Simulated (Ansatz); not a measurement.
Take a crystal in which Pb has been replaced by Ge on all its sites, with the cell rescaled by a rough guess (in some cases also distorted within its space group) and nothing relaxed:

```
Ge
1.0
    -1.83771    1.83771    1.83771
     1.83771   -1.83771    1.83771
     1.83771    1.83771   -1.83771
Ge
1
Direct
  0.00000 0.00000 0.00000
```

These are results of DFT PBE, scalar-relativistic, plane waves, PAW (Ansatz 0.2.0), not measurements.

Settings: cutoff 420 eV, Γ-centred mesh 16×16×16 on the computed 1-atom cell, Gaussian smearing of 0.10 eV; no spin polarisation.

(1) Will this cell want to expand or contract, and how hard?

(2) Is it a metal on this mesh?

## Answers

(1) The pressure is -9.4 GPa (positive in compression), so the cell would contract.

(2) Yes, a band crosses the Fermi level.

This bcc form isn't the element's structure at ambient conditions.